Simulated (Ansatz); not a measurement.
# ZnSe: elastic constants

Aim: the elastic tensor from the stress of slightly strained cells, and the moduli that follow. Runs: cell and atoms relaxed (PAW); elastic constants (PAW); in-plane strain -0.02, out-of-plane length and atoms relaxed (PAW); in-plane strain -0.01, out-of-plane length and atoms relaxed (PAW); in-plane strain -0.005, out-of-plane length and atoms relaxed (PAW); in-plane strain +0.005, out-of-plane length and atoms relaxed (PAW); in-plane strain +0.01, out-of-plane length and atoms relaxed (PAW); in-plane strain +0.02, out-of-plane length and atoms relaxed (PAW).

Computed with Ansatz 0.2.0 (DFT PBEsol, frozen-core PAW, scalar-relativistic unless said, unless a step's input says otherwise).

### 1 Starting point

The structure is cubic, space group F-43m (No. 216). Conventional cell: a = 5.668 Å, b = 5.668 Å, c = 5.668 Å, α = 90.00°, β = 90.00°, γ = 90.00°. Around Zn (site symmetry -43m) lie 4 Se at 2.45 Å. Se (site symmetry -43m) has 4 Zn at 2.45 Å as nearest neighbours.

As a file:

```
CELL_PARAMETERS angstrom
2.83380 2.83380 0.00000
-2.83380 2.83380 0.00000
0.00000 2.83380 2.83380
ATOMIC_POSITIONS crystal
Zn 0.00000 0.00000 0.00000
Se 0.75000 0.25000 0.50000
```

Cartesian axes are those of the input's lattice vectors. The structure goes back to a database entry.

### 2 Cell and atoms relaxed, PAW

Input file input.yaml:

```yaml
crystal:
  lattice:
    - [2.8338, 2.8338, 0.0]
    - [-2.8338, 2.8338, 0.0]
    - [0.0, 2.8338, 2.8338]
  atoms:
    - { symbol: Zn, position: [0.0, 0.0, 0.0] }
    - { symbol: Se, position: [0.75, 0.25, 0.5] }
kpoints:
  mp_grid: { grid: [12, 12, 12] }
scf:
  occupations: { method: fermi_dirac, width: 0.1 }
hamiltonian:
  xc: pbesol
  pseudopotentials: { kind: paw }
relax:
  f_tol: 0.002
  max_steps: 80
  cell: {}
output:
  forces: true
  stress: true
```

Started as:

```bash
$ ansatz run input.yaml --threads 1 --pin off --max-ram 3072MiB --backend cpu --events-out ev --progress --plain --runs-dir out
```

### 3 Elastic constants, PAW

Input file input.yaml:

```yaml
crystal:
  lattice:
    - [2.81659252234, 2.81659252234, 0.0]
    - [-2.81659252234, 2.81659252234, 0.0]
    - [0.0, 2.81659252234, 2.81659252234]
  atoms:
    - { symbol: Zn, position: [0.0, 0.0, 0.0] }
    - { symbol: Se, position: [0.75, 0.25, 0.5] }
kpoints:
  mp_grid: { grid: [8, 8, 8] }
scf:
  occupations: { method: fixed }
hamiltonian:
  xc: pbesol
  pseudopotentials: { kind: paw }
elastic:
  mode: relaxed_ion
  stencil: two_point
  amplitude: 0.005
```

### 4 In-plane strain -0.02, out-of-plane length and atoms relaxed, PAW

Input file input.yaml:

```yaml
crystal:
  lattice:
    - [2.76026067189, 2.76026067189, 0.0]
    - [-2.76026067189, 2.76026067189, 0.0]
    - [0.0, 2.76026067189, 2.85039163261]
  atoms:
    - { symbol: Zn, position: [0.0, 0.0, 0.0] }
    - { symbol: Se, position: [0.75, 0.25, 0.5] }
kpoints:
  mp_grid: { grid: [8, 8, 8] }
scf:
  occupations: { method: fixed }
hamiltonian:
  xc: pbesol
  pseudopotentials: { kind: paw }
relax:
  f_tol: 0.002
  max_steps: 80
  cell: { fix: [a, b, gamma] }
output:
  forces: true
  stress: true
```

### 5 In-plane strain -0.01, out-of-plane length and atoms relaxed, PAW

input.yaml, as its differences from that of step 4:

```diff
@@ -2,5 +2,5 @@
   lattice:
-    - [2.76026067189, 2.76026067189, 0.0]
-    - [-2.76026067189, 2.76026067189, 0.0]
-    - [0.0, 2.76026067189, 2.85039163261]
+    - [2.78842659712, 2.78842659712, 0.0]
+    - [-2.78842659712, 2.78842659712, 0.0]
+    - [0.0, 2.78842659712, 2.83349207747]
   atoms:
@@ -22 +22,5 @@
   stress: true
+  write_density: true
+  write_potential: true
+  elf: true
+  volumetric_format: npy
```

### 6 In-plane strain -0.005, out-of-plane length and atoms relaxed, PAW

input.yaml, as its differences from that of step 5:

```diff
@@ -2,5 +2,5 @@
   lattice:
-    - [2.78842659712, 2.78842659712, 0.0]
-    - [-2.78842659712, 2.78842659712, 0.0]
-    - [0.0, 2.78842659712, 2.83349207747]
+    - [2.80250955973, 2.80250955973, 0.0]
+    - [-2.80250955973, 2.80250955973, 0.0]
+    - [0.0, 2.80250955973, 2.82504229991]
   atoms:
```

### 7 In-plane strain +0.005, out-of-plane length and atoms relaxed, PAW

Input file input.yaml:

```yaml
crystal:
  lattice:
    - [2.83067548495, 2.83067548495, 0.0]
    - [-2.83067548495, 2.83067548495, 0.0]
    - [0.0, 2.83067548495, 2.80814274477]
  atoms:
    - { symbol: Zn, position: [0.0, 0.0, 0.0] }
    - { symbol: Se, position: [0.75, 0.25, 0.5] }
kpoints:
  mp_grid: { grid: [8, 8, 8] }
scf:
  occupations: { method: fixed }
hamiltonian:
  xc: pbesol
  pseudopotentials: { kind: paw }
relax:
  f_tol: 0.002
  max_steps: 80
  cell: { fix: [a, b, gamma] }
output:
  forces: true
  stress: true
```

### 8 In-plane strain +0.01, out-of-plane length and atoms relaxed, PAW

input.yaml, as its differences from that of step 7:

```diff
@@ -2,5 +2,5 @@
   lattice:
-    - [2.83067548495, 2.83067548495, 0.0]
-    - [-2.83067548495, 2.83067548495, 0.0]
-    - [0.0, 2.83067548495, 2.80814274477]
+    - [2.84475844756, 2.84475844756, 0.0]
+    - [-2.84475844756, 2.84475844756, 0.0]
+    - [0.0, 2.84475844756, 2.79969296721]
   atoms:
```

### 9 In-plane strain +0.02, out-of-plane length and atoms relaxed, PAW

input.yaml, as its differences from that of step 8:

```diff
@@ -2,5 +2,5 @@
   lattice:
-    - [2.84475844756, 2.84475844756, 0.0]
-    - [-2.84475844756, 2.84475844756, 0.0]
-    - [0.0, 2.84475844756, 2.79969296721]
+    - [2.87292437279, 2.87292437279, 0.0]
+    - [-2.87292437279, 2.87292437279, 0.0]
+    - [0.0, 2.87292437279, 2.78279341207]
   atoms:
```

(Steps that only read results are left out.)

Q: Predict the outcome of this session. Wanted: C11; C12; C44; bulk, shear and Young's modulus; Debye temperature from sound speeds; universal anisotropy index.

As calculated:

```
                           quantity           value
                          C11 (PAW)          89 GPa
                          C12 (PAW)          53 GPa
                          C44 (PAW)          40 GPa
    bulk, shear and Young's modulus  65, 29, 76 GPa
Debye temperature from sound speeds           271 K
         universal anisotropy index            0.79
```

In words: All eigenvalues are positive, so the crystal is mechanically stable; by PAW K = 65 and G = 29 GPa, K/G = 2.26, on the ductile side of Pugh's rough line at 1.75, which was drawn for metals. Young's modulus runs from 49 to 99 GPa with direction. Cautions: frozen-core PAW files fitted under PBE, their cores solved anew for the functional of the run; constants at zero field, no piezoelectric stiffening.
